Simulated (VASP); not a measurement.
# TiSe2 in VASP: notebook, part 2 of 3

VASP 6.6.1. The steps go on from the part before.

## Step 3: Relaxation of cell and atoms, PBE

The COD entry that gives the cell may itself be a prediction, so a difference from it is no test against experiment.

This run uses another cell than the first one, of 76.03 Å³/atom, 1.036 times its volume.

Input file INCAR:

```
SYSTEM = TiSe2
ALGO = Normal
EDIFF = 1E-6
EDIFFG = -0.01
ENCUT = 600
GGA = PE
IBRION = 2
ISIF = 3
ISMEAR = 0
LASPH = .True.
LATTICE_CONSTRAINTS = .TRUE. .TRUE. .FALSE.
LCHARG = .False.
LREAL = .False.
LWAVE = .False.
NELM = 80
NSW = 90
PREC = Accurate
SIGMA = 0.03
```

Input file KPOINTS:

```
k-points
0
Gamma
  12 12 1
  0 0 0
```

Input file POSCAR:

```
TiSe2
1.0
    3.5360000000      0.0000000000      0.0000000000
   -1.7680000000      3.0622658300      0.0000000000
    0.0000000000      0.0000000000     21.0644416000
Se Ti
2 1
Direct
    0.6666666700      0.3333333300      0.4272603200
    0.3333333300      0.6666666700      0.5727396800
    0.0000000000      0.0000000000      0.5000000000
```

Potentials or basis: VASP PAW PBE potentials, release 64 (Se, Ti_sv).

Command:

```bash
cat potpaw_PBE.64/Se/POTCAR potpaw_PBE.64/Ti_sv/POTCAR > POTCAR
mpirun -np 1 vasp_std > vasp.out
```

OUTCAR:

```text
SYSTEM = TiSe2
   EDIFF = 1E-6
   EDIFFG = -0.01
   ENCUT = 600
   GGA = PE
   IBRION = 2
   ISIF = 3
   ISMEAR = 0
   LASPH = .True.
   LREAL = .False.
   NELM = 80
   NSW = 90
   PREC = Accurate

 ion  position               nearest neighbor table
   1  0.667  0.333  0.427-   3 2.55   3 2.55   3 2.55
   2  0.333  0.667  0.573-   3 2.55   3 2.55   3 2.55
   3  0.000  0.000  0.500-   1 2.55   2 2.55   1 2.55   2 2.55   1 2.55   2 2.55

  LATTYP: Found a hexagonal cell.
 ALAT       =     3.5360000000
 C/A-ratio  =     5.9571384615

  Lattice vectors:

 A1 = (   3.5360000000,   0.0000000000,   0.0000000000)
 A2 = (  -1.7680000000,   3.0622658300,   0.0000000000)
 A3 = (   0.0000000000,   0.0000000000,  21.0644416000)

Analysis of symmetry for initial positions (statically):
=====================================================================
 Subroutine PRICEL returns:
 Original cell was already a primitive cell.

 Routine SETGRP: Setting up the symmetry group for a
 hexagonal supercell.

 Subroutine GETGRP returns: Found 12 space group operations
 (whereof 12 operations were pure point group operations)
 out of a pool of 24 trial point group operations.

The static configuration has the point symmetry D_3d.

Analysis of symmetry for dynamics (positions and initial velocities):
=====================================================================
 Subroutine PRICEL returns:
 Original cell was already a primitive cell.

 Routine SETGRP: Setting up the symmetry group for a
 hexagonal supercell.

 Subroutine GETGRP returns: Found 12 space group operations
 (whereof 12 operations were pure point group operations)
 out of a pool of 24 trial point group operations.

The dynamic configuration has the point symmetry D_3d.

 Subroutine INISYM returns: Found 12 space group operations
 (whereof 12 operations are pure point group operations),
 and found     1 'primitive' translations

[... 101 lines left out ...]
   NELECT =      24.0000    total number of electrons
   NUPDOWN=      -1.0000    fix difference up-down
   EMIN   =  10.00;   EMAX   =-10.00  energy-range for DOS
   EFERMI =   0.00;   METHOD = LEGACY
   ISMEAR =     0;   SIGMA  =   0.03  broadening in eV -4-tet -1-fermi 0-gaus
   EFERMI_NEDOS =   21; number of points for ismear=-14 and -15
   IALGO  =     38    algorithm
   IMIX   =      4    mixing-type and parameters
     AMIX     =   0.40;   BMIX     =  1.00
     AMIX_MAG =   1.60;   BMIX_MAG =  1.00
  volume/ion in A,a.u.               =      76.03       513.07
  Fermi-wavevector in a.u.,A,eV,Ry     =   0.772877  1.460525  8.127282  0.597338
  Thomas-Fermi vector in A             =   1.874602
   LORBIT       =      0    0 simple, 1 ext, 2 COOP (PROOUT), +10 PAW based schemes
   GGA     = PE    functional components
   LHFCALC =     F    Hartree Fock is set to
   AEXX    =    0.0000 exact exchange contribution
   IVDW    =     0    specifies the selected vdW correction
   LEPSILON=     F    determine dielectric tensor
   LRPA    =     F    only Hartree local field effects (RPA)
 conjugate gradient relaxation of ions
 non-spin polarized calculation
 Gauss-broadening in eV      SIGMA  =   0.03
  energy-cutoff  :      600.00
  volume of cell :      228.09
 maximum number of plane-waves:      7650
   NGX = 15   NGY = 15   NGZ = 85

--------------------------------------- Ionic step        1  -------------------------------------------

 number of electron      24.0000001 magnetization

 Free energy of the ion-electron system (eV)
  ---------------------------------------------------
  ext. energy  EPLUGINS =         0.00000000
  ---------------------------------------------------
  free energy    TOTEN  =       -18.19296928 eV

  energy without entropy =      -18.19245008  energy(sigma->0) =      -18.19270968

------------------------ aborting loop because EDIFF is reached ----------------------------------------

  FORCE on cell =-STRESS in cart. coord.  units (eV):
  Direction    XX          YY          ZZ          XY          YZ          ZX
  --------------------------------------------------------------------------------------
  -------------------------------------------------------------------------------------
  Total        0.4230455      0.4230455      0.5518511     -0.0000000      0.0000000      0.0000000
  in kB        2.9716151      2.9716152      3.8763892     -0.0000000      0.0000000      0.0000000
  external PRESSURE =       3.2732065 kB  Pullay stress =       0.0000000 kB
[... 135 lines left out ...]
--------------------------------------- Ionic step        5  -------------------------------------------

 number of electron      24.0000000 magnetization

 Free energy of the ion-electron system (eV)
  ---------------------------------------------------
  ext. energy  EPLUGINS =         0.00000000
  ---------------------------------------------------
  free energy    TOTEN  =       -18.19650866 eV

  energy without entropy =      -18.19596968  energy(sigma->0) =      -18.19623917

 E-fermi :  -2.4987     XC(G=0):  -3.3668

 val. band max:       -2.5030519720   @ k =   0.5000   0.0000   0.0000
 cond. band min:      -2.4631119225   @ k =   0.4167   0.0000   0.0000
 fundamental gap:      0.0399400495
 Fermi energy:        -2.4986994060

 k-point     1 :       0.0000    0.0000    0.0000
  band No.  band energies     occupation
      1     -60.1631      2.00000
      2     -36.3855      2.00000
      3     -36.3674      2.00000
      4     -36.3674      2.00000
      5     -16.0707      2.00000
      6     -15.1513      2.00000
[... 380 lines left out ...]
  FREE ENERGIE OF THE ION-ELECTRON SYSTEM (eV)
  ---------------------------------------------------
  free  energy   TOTEN  =       -18.1965086579 eV

  energy  without entropy=      -18.1959696803  energy(sigma->0) =      -18.19623917

 reached required accuracy - stopping structural energy minimisation
```

CONTCAR:

```text
TiSe2
   1.00000000000000
     3.5460546755274720    0.0000000000000000    0.0000000000000000
    -1.7730273377637360    3.0709734344523678    0.0000000000000000
     0.0000000000000000    0.0000000000000000   21.0644415999999985
  Se              Ti
     2     1
Direct
     0.6666666699999979    0.3333333300000021    0.4266417914403495
     0.3333333300000021    0.6666666699999979    0.5733582085596505
     0.0000000000000000    0.0000000000000000    0.5000000000000000

  0.00000000E+00  0.00000000E+00  0.00000000E+00
  0.00000000E+00  0.00000000E+00  0.00000000E+00
  0.00000000E+00  0.00000000E+00  0.00000000E+00
```

Wall time 3.4 min (1 thread of AMD EPYC 9R45 (Zen 5), shared host); peak memory 0.4 GiB.

Results:

```yaml
Free_energy: -18.1965 eV
Relaxed_volume: 76.46 Å³/atom
Relaxed_cell: a = 3.546 Å, b = 3.546 Å, c = 21.064 Å, α = 90.00°, β = 90.00°, γ = 120.00°
Space_group_after_relaxing_to_0.05_Å: P-3m1 (No. 164)
Energy_gained_by_relaxing: 1.2 meV/atom
Ionic_steps: 5
Band_gap_on_the_k_mesh: none (metal or under the smearing width)
```

Step by step:
```csv
step,energy change (eV),largest force (eV/Å),pressure (GPa),volume (Å³)
1,0.0000,0.1825,0.33,228.09
2,-0.0027,0.0143,-0.12,231.20
3,-0.0032,0.0410,0.00,230.31
4,-0.0034,0.0280,0.00,230.02
5,-0.0035,0.0001,0.00,229.39
```

Final structure:
```yaml
crystal:
  lattice:
    - [3.54605, 0.00000, 0.00000]
    - [-1.77303, 3.07097, 0.00000]
    - [0.00000, 0.00000, 21.06444]
  atoms:
    - { symbol: Se, position: [0.66667, 0.33333, 0.42664] }
    - { symbol: Se, position: [0.33333, 0.66667, 0.57336] }
    - { symbol: Ti, position: [0.00000, 0.00000, 0.50000] }
```

(Part 2 of 3 ends here.)
